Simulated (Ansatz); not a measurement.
Does relaxation matter for the field gradients of SiO2?

Start: a COD entry.

```cif
data_SiO2
_symmetry_space_group_name_H-M 'P2_13'
_symmetry_Int_Tables_number 198
_cell_length_a 7.1600
_cell_length_b 7.1600
_cell_length_c 7.1600
_cell_angle_alpha 90.000
_cell_angle_beta 90.000
_cell_angle_gamma 90.000
loop_
_atom_site_label
_atom_site_type_symbol
_atom_site_symmetry_multiplicity
_atom_site_Wyckoff_symbol
_atom_site_fract_x
_atom_site_fract_y
_atom_site_fract_z
Si1 Si 4 a 0.2550 0.2550 0.2550
Si5 Si 4 a 0.9920 0.9920 0.9920
O9 O 4 a 0.1250 0.1250 0.1250
O13 O 12 b 0.6600 0.6600 0.0620
```

One atom of each set is listed.

Level of theory: DFT, PBE, plane waves and PAW (field gradients read without the response of the frozen cores, which leaves them typically 4 to 6 % off), scalar-relativistic, 420 eV cutoff, Γ-centred 4×4×4 k-points, Fermi–Dirac smearing 0.02 eV (Ansatz 0.2.0).

The largest force at the start is 3.5 eV/Å. Relaxing the ions at fixed cell moves them by 0.354 Å at most (atom 6, Si) and 0.272 Å rms. End positions:

Si1 (0.2807, 0.2807, 0.2807)
Si5 (0.0206, 0.0206, 0.0206)
O9 (0.1505, 0.1505, 0.1505)
O13 (0.6398, 0.6616, 0.0434)

```json
{"site": "Si1", "moved (Å)": "0.319", "first shell before": "4 O at 1.60–1.61 Å", "first shell after": "4 O at 1.61–1.62 Å", "V_zz before (10²¹ V/m²)": "-1.52", "η before": "0.00"}
{"site": "Si5", "moved (Å)": "0.354", "first shell before": "4 O at 1.65–1.67 Å", "first shell after": "4 O at 1.61–1.62 Å", "V_zz before (10²¹ V/m²)": "2.52", "η before": "0.00"}
{"site": "O9", "moved (Å)": "0.317", "first shell before": "2 Si at 1.61–1.65 Å, angle 180°", "first shell after": "2 Si at 1.61 Å, angle 180°", "V_zz before (10²¹ V/m²)": "11.18", "η before": "0.00"}
{"site": "O13", "moved (Å)": "0.197", "first shell before": "2 Si at 1.60–1.67 Å, angle 138°", "first shell after": "2 Si at 1.62 Å, angle 146°", "V_zz before (10²¹ V/m²)": "9.65", "η before": "0.61"}
```

Problem. How do the gradients change?

Solution. 

| site | V_zz after | η after | change of V_zz |
| --- | --- | --- | --- |
| Si1 | 0.38 | 0.00 | +1.90 |
| Si5 | -0.13 | 0.00 | -2.65 |
| O9 | 10.95 | 0.00 | -0.23 |
| O13 | 9.98 | 0.18 | +0.33 |

The largest change of V_zz is on Si5, from 2.52 to -0.13. The whole tensor moves most on O13, by 7.99 along its most changed direction. In per cent, |V_zz| changes by -2 to +3 on O (all sites that start above 0.5, bar those whose gradient vanishes or changes sign or whose main axis turns by over 40°). Where |V_zz| stays above 0.1, η moves most on O13, from 0.61 to 0.18. V_zz changes sign on Si5 (same axis), Si1 (same axis). Forces this large mark an entry whose positions are poorly determined or wrongly transcribed.

Before: The database positions are far from the calculated equilibrium, so these values describe the entry as written and may be far from the real compound's.
After: The database positions were far from equilibrium, so the relaxed structure may not be the compound's real one.
